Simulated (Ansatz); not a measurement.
**CdTe: relativity, spin-orbit coupling and the nucleus**

What happens to CdTe at a fixed cell under these changes: no relativity; spin-orbit coupling on; point nuclei; inner shells corrected to Dirac's equation?

Method: DFT, at the level named in each step, in Ansatz 0.2.0.

**1. The structure to begin with**

It takes space group F-43m (No. 216, cubic). Conventional cell: a = 6.564 Å, b = 6.564 Å, c = 6.564 Å, α = 90.00°, β = 90.00°, γ = 90.00°. Cd (site symmetry -43m) is surrounded by 4 Te at 2.84 Å. Te (site symmetry -43m) has 4 Cd at 2.84 Å as nearest neighbours.

Coordinates:

```
Cd Te
1.0
     0.00000    3.28211    3.28211
     3.28211    0.00000    3.28211
     3.28211    3.28211    0.00000
Cd Te
1 1
Direct
  0.00000 0.00000 0.00000
  0.75000 0.75000 0.75000
```

Structure from a Materials Project entry, not relaxed further.

Atoms are numbered in the order of the input: Cd1, Te2.

**2. No relativity, LAPW**

Contents of input.yaml:

```yaml
crystal:
  lattice:
    - [0.0, 3.2821135562, 3.2821135562]
    - [3.2821135562, 0.0, 3.2821135562]
    - [3.2821135562, 3.2821135562, 0.0]
  atoms:
    - { symbol: Cd, position: [0.0, 0.0, 0.0] }
    - { symbol: Te, position: [0.75, 0.75, 0.75] }
kpoints:
  mp_grid: { grid: [7, 7, 7] }
  band_path:
    path:
      - [0.0, 0.0, 0.0]
      - [-0.5, -0.5, 0.0]
      - [-0.375, -0.375, 0.25]
      - [-0.375, 0.0, 0.375]
      - [0.0, 0.0, 0.0]
      - [0.0, 0.0, 0.5]
      - [-0.5, -0.25, 0.25]
      - [-0.5, -0.5, 0.0]
    npoints: 5
scf:
  occupations: { method: fermi_dirac, width: 0.01 }
hamiltonian:
  xc: pbesol
  pseudopotentials:
    kind: all_electron
    lapw: { basis_error: 0.0005 }
    relativity: none
output:
  forces: true
  stress: true
  eigenvalues: true
```

Command:

```console
$ ansatz run input.yaml --threads 1 --pin off --max-ram 2048MiB --backend cpu --events-out ev --progress --plain --runs-dir out
```

**3. Spin-orbit coupling on, LAPW**

Edit input.yaml of step 2 so:

```diff
@@ -25,6 +25,3 @@
   xc: pbesol
-  pseudopotentials:
-    kind: all_electron
-    lapw: { basis_error: 0.0005 }
-    relativity: none
+  pseudopotentials: { kind: all_electron, lapw: { basis_error: 0.0005 } }
 output:
@@ -33 +30,4 @@
   eigenvalues: true
+magnetization:
+  noncollinear: true
+  spin_orbit: true
```

**4. Spin-orbit coupling on, PAW**

Edit input.yaml of step 3 so:

```diff
@@ -25,3 +25,3 @@
   xc: pbesol
-  pseudopotentials: { kind: all_electron, lapw: { basis_error: 0.0005 } }
+  pseudopotentials: { kind: paw_fr }
 output:
@@ -30,2 +30,3 @@
   eigenvalues: true
+  efg: { contact_densities: true }
 magnetization:
```

**5. Point nuclei, LAPW**

Contents of input.yaml:

```yaml
crystal:
  lattice:
    - [0.0, 3.2821135562, 3.2821135562]
    - [3.2821135562, 0.0, 3.2821135562]
    - [3.2821135562, 3.2821135562, 0.0]
  atoms:
    - { symbol: Cd, position: [0.0, 0.0, 0.0] }
    - { symbol: Te, position: [0.75, 0.75, 0.75] }
kpoints:
  mp_grid: { grid: [7, 7, 7] }
scf:
  occupations: { method: fermi_dirac, width: 0.01 }
hamiltonian:
  xc: pbesol
  pseudopotentials:
    kind: all_electron
    lapw: { basis_error: 0.0005 }
    nuclear_model: point
output:
  forces: true
  stress: true
  eigenvalues: true
```

**6. Point nuclei, crystal datasets**

Edit input.yaml of step 5 so:

```diff
@@ -14,6 +14,3 @@
   xc: pbesol
-  pseudopotentials:
-    kind: all_electron
-    lapw: { basis_error: 0.0005 }
-    nuclear_model: point
+  pseudopotentials: { kind: all_electron, datasets: crystal, nuclear_model: point }
 output:
@@ -22 +19,2 @@
   eigenvalues: true
+  efg: { contact_densities: true }
```

**7. Inner shells corrected to Dirac's equation, LAPW**

Edit input.yaml of step 6 so:

```diff
@@ -14,3 +14,6 @@
   xc: pbesol
-  pseudopotentials: { kind: all_electron, datasets: crystal, nuclear_model: point }
+  pseudopotentials:
+    kind: all_electron
+    lapw: { basis_error: 0.0005 }
+    dirac_shells: { Te: ["3p", "3d"], Cd: ["3p", "3d"] }
 output:
@@ -19,2 +22 @@
   eigenvalues: true
-  efg: { contact_densities: true }
```

(Steps that only read results are left out.)

What does the calculation give? Wanted: pressure, no relativity, LAPW; pressure, spin-orbit coupling on, LAPW; pressure, point nuclei, LAPW; pressure, inner shells corrected to Dirac's equation, LAPW.

**Answer**, as computed:

| quantity | value |
| --- | --- |
| pressure, no relativity, LAPW | 0.25 GPa |
| pressure, spin-orbit coupling on, LAPW | -1.28 GPa |
| pressure, point nuclei, LAPW | -1.30 GPa |
| pressure, inner shells corrected to Dirac's equation, LAPW | -1.29 GPa |

**Reading.** Going from no relativity to the scalar-relativistic run with point nuclei moves the pressure by -1.55 GPa and the gap from 1.68 to 0.55 eV; the heaviest element has Z = 52. From that run, spin-orbit coupling moves the pressure by +0.02 GPa. With spin-orbit coupling: in pressure, PAW differs from LAPW by less than 0.01 GPa and less than 0.01 eV in the gap.

These are semilocal Kohn-Sham gaps, which aren't the measured quantity. Such gaps usually fall short of the measured ones; spin-orbit coupling, left out here, narrows gaps with Te, so the two errors partly cancel.
